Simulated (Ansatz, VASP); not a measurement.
Two plane-wave programs on Ni

```
Ni
1.0
     0.00000    1.72546    1.72546
     1.72546    0.00000    1.72546
     1.72546    1.72546    0.00000
Ni
1
Direct
  0.00000 0.00000 0.00000
```

Alike in both runs: task single point; functional RPBE; k mesh 25 × 25 × 25; occupations fermi-dirac, width 0.1 eV; no spin polarisation.

|  | VASP | Ansatz |
| --- | --- | --- |
| version | VASP 6.6.1 | Ansatz 0.2.0 |
| potentials or method | VASP PAW PBE potentials, release 64 (Ni) | plane waves (420 eV) with PAW, scalar-relativistic |
| plane-wave cutoff (eV) | 520 | 420 |
| valence electrons in the cell | 10 | 18 |

|  | VASP | Ansatz | Ansatz less VASP |
| --- | --- | --- | --- |
| pressure (GPa) | 18.6 | 18.6 | +0.03 |

The two sets of potentials don't hold the same shells in valence.

Caveats: so large a pressure means that the cell lies far from this level's equilibrium, or that cutoff or potentials fall short (VASP); the potentials were made for another functional, which shifts forces and pressure (VASP); the run has no spin polarisation, though such a crystal can be magnetic. Spin polarisation is off, so any magnetic state and its effect on volume and gap are missing.
